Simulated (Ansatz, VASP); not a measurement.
One calculation of P, two programs

```
P
1.0
    -1.71377    2.54826    1.88341
     1.71377   -2.54826    1.88341
     1.71377    2.54826   -1.88341
P
2
Direct
  0.69669 0.94669 0.75000
  0.30331 0.05331 0.25000
```

Change from the starting cell: volume scaled by 1.04.

Alike in both runs: task single point; functional PBE; k mesh 11 × 11 × 11; occupations fermi-dirac, width 0.05 eV; no spin polarisation.

|  | VASP | Ansatz |
| --- | --- | --- |
| version | VASP 6.6.1 | Ansatz 0.2.0 |
| potentials or method | VASP PAW PBE potentials, release 64 (P) | Ansatz PAW |
| plane-wave cutoff (eV) | 520 | 420 |
| valence electrons in the cell | 10 | 10 |

```tsv
	VASP	Ansatz	Ansatz less VASP
gap on the k mesh at the Fermi level (eV)	none	none	-
pressure (GPa)	-1.3	-1.1	+0.26
largest component of the traceless stress (GPa)	0.50	0.57	+0.066
rms of the force components (eV/Å)	0.026	0.055	+0.0290
```

Atom by atom the forces differ by 0.029 eV/Å (rms over components). A gap of «none» marks a metal or a gap that the smearing closes.
